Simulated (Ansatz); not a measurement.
Band table of Li$_{2}$Se

```xyz
3
Lattice="0.0000 3.0025 3.0625 3.0025 0.0000 3.0625 3.0025 3.0025 0.0000" Properties=species:S:1:pos:R:3 pbc="T T T"
Li    1.5012    1.5012    1.5313
Li    4.5038    4.5038    4.5938
Se    0.0000    0.0000    0.0000
```

Atoms are numbered in the order listed.

The cell comes from COD entry 1011373, which wasn't checked; take it as a given geometry. The listed cell was then made from it by scaling, straining or moving an atom.

The calculation used DFT, LDA, all-electron LAPW, scalar-relativistic in Ansatz 0.2.0.

Sampling and basis: a Γ-centred 9×9×9 k mesh, Fermi–Dirac smearing of 0.03 eV, basis error target 1 meV/atom, no spin polarisation.

Path points, in fractions of the reciprocal vectors: Γ (0.000, 0.000, 0.000), X (0.000, 0.500, 0.500), P (0.250, 0.750, 0.500), N (0.000, 0.500, 0.000), M (0.500, 0.500, 0.000), S (0.370, 0.630, 0.000), S0 (-0.370, 0.370, 0.000). Levels in eV from the valence-band top; bands 12 to 17, counted from the lowest band of the run. The gap is 2.78 eV, indirect from Γ to X (0, 0.5, 0.5).

```
# k(1/Å) point b12 b13 b14 b15 b16 b17
0.000 Γ -11.42 -0.07 0.00 0.00 3.08 5.43
0.209 - -11.38 -0.40 -0.25 -0.19 3.56 5.48
0.419 - -11.28 -1.11 -0.66 -0.62 4.12 5.62
0.628 - -11.14 -1.72 -1.08 -1.06 3.70 5.80
0.837 - -11.02 -2.11 -1.37 -1.36 3.04 5.94
1.046 X -10.98 -2.24 -1.48 -1.47 2.78 5.99
1.149 - -10.98 -2.22 -1.51 -1.49 2.91 6.07
1.251 - -10.97 -2.17 -1.59 -1.56 3.26 6.30
1.354 - -10.97 -2.10 -1.68 -1.66 3.80 6.67
1.457 - -10.97 -2.00 -1.77 -1.75 4.45 6.51
1.559 P -10.97 -1.89 -1.89 -1.77 4.91 5.95
1.707 - -10.98 -2.18 -1.78 -1.46 4.95 5.81
1.855 - -11.01 -2.48 -1.49 -1.12 5.09 5.54
2.003 - -11.05 -2.70 -1.07 -0.84 5.25 5.36
2.151 - -11.08 -2.84 -0.67 -0.66 4.99 5.69
2.299 N -11.09 -2.89 -0.59 -0.49 4.84 5.75
2.479 - -11.12 -2.69 -0.55 -0.45 4.74 5.81
2.659 - -11.21 -2.15 -0.43 -0.34 4.45 5.94
2.839 - -11.32 -1.34 -0.26 -0.19 4.01 5.89
3.019 - -11.40 -0.47 -0.11 -0.06 3.44 5.58
3.199 Γ -11.42 -0.07 0.00 0.00 3.08 5.43
3.405 - -11.39 -0.45 -0.18 -0.18 3.54 5.56
3.610 - -11.29 -1.15 -0.58 -0.58 4.08 5.71
3.815 - -11.16 -1.77 -1.00 -1.00 3.69 5.90
4.020 - -11.05 -2.17 -1.28 -1.28 3.09 6.05
4.225 M -11.00 -2.31 -1.38 -1.38 2.85 6.11
4.302 - -11.00 -2.30 -1.43 -1.37 2.93 6.16
4.379 - -11.00 -2.27 -1.56 -1.33 3.12 6.30
4.456 - -11.00 -2.23 -1.73 -1.28 3.41 6.53
4.533 - -11.00 -2.16 -1.92 -1.20 3.73 6.87
4.609 S -11.00 -2.10 -2.08 -1.10 4.07 7.23
4.859 - -11.04 -2.59 -1.44 -0.82 4.78 6.39
5.109 - -11.08 -2.85 -0.72 -0.54 5.01 5.63
5.358 - -11.08 -2.85 -0.72 -0.54 5.01 5.63
5.608 - -11.04 -2.59 -1.44 -0.82 4.78 6.39
5.858 S0 -11.00 -2.10 -2.08 -1.10 4.07 7.23
6.077 - -11.04 -2.38 -1.75 -0.75 4.92 6.47
6.296 - -11.14 -2.19 -1.28 -0.40 5.22 5.81
6.515 - -11.27 -1.53 -0.75 -0.14 4.39 6.12
6.734 - -11.38 -0.58 -0.27 -0.03 3.58 5.60
6.953 Γ -11.42 -0.07 0.00 0.00 3.08 5.43
```
